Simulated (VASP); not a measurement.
# PbF₂: optical spectrum of independent particles, by functional and spin-orbit coupling

PbF₂, Fm-3m (no. 225), 3 atoms in the cell.

| Functional | Spin-orbit coupling | ε at zero frequency, electronic | Mean energy of the absorption, weighted by Im ε (eV) | Refractive index at 633 nm | Refractive index at 1064 nm | Direct gap on the mesh (eV) | Time (s) |
|---|---|---|---|---|---|---|---|
| PBE | no | 3.54 | 10.04 | 1.93 | 1.90 | 4.57 | 24 |
| LDA | no | 3.69 | 9.89 | 1.98 | 1.94 | 4.38 | 19 |
| PBEsol | no | 3.62 | 9.97 | 1.96 | 1.92 | 4.46 | 23 |
| r2SCAN | no | 3.26 | 10.27 | 1.84 | 1.82 | 5.08 | 110 |
| TB-mBJ | no | 2.79 | 10.77 | 1.69 | 1.68 | 5.96 | 180 |
| SCAN | no | 3.34 | 10.16 | 1.87 | 1.84 | 4.95 | 124 |
| PBE | yes | 3.65 | 9.84 | 1.97 | 1.93 | 4.29 | 104 |
| TB-mBJ | yes | 2.85 | 10.63 | 1.72 | 1.70 | 5.56 | 733 |

Limits: rows 1, 2, 3, 4, 5, 6: spin-orbit coupling is left out, which can matter with atoms this heavy; the pull between electron and hole is left out; rows 1, 2, 3, 4, 6, 7: the onset follows the functional's gap, which semilocal functionals usually make too small.

## Input of the first row

INCAR:
```
PREC = Accurate
ENCUT = 460
ISMEAR = 0
SIGMA = 0.02
EDIFF = 1E-7
LASPH = T
KPAR = 4
LWAVE = T
LCHARG = F
LOPTICS = T
ALGO = Normal
NBANDS = 34
NEDOS = 2000
CSHIFT = 0.1
GGA = PE
```

KPOINTS:
```
k-points
0
Gamma
  10 10 10
```

POSCAR:
```
PbF2
1.0
    0.0000000000      2.9636600000      2.9636600000
    2.9636600000      0.0000000000      2.9636600000
    2.9636600000      2.9636600000      0.0000000000
Pb F
1 2
Direct
    0.0000000000      0.0000000000      0.0000000000
    0.7500000000      0.7500000000      0.7500000000
    0.2500000000      0.2500000000      0.2500000000
```

Commands:
```
cat potpaw_PBE.64/Pb_d/POTCAR potpaw_PBE.64/F/POTCAR > POTCAR
mpirun -np 4 vasp_std > vasp.out
```

Changes of row 7 against the first:
```
- NBANDS = 34
+ NBANDS = 68
+ LSORBIT = True
+ MAGMOM = 9*0
+ GGA_COMPAT = False
- vasp_std
+ vasp_ncl
```

VASP 6.6.1 took 24 s on 4 cores (Intel Xeon 6975P-C (Granite Rapids)), a shared host.
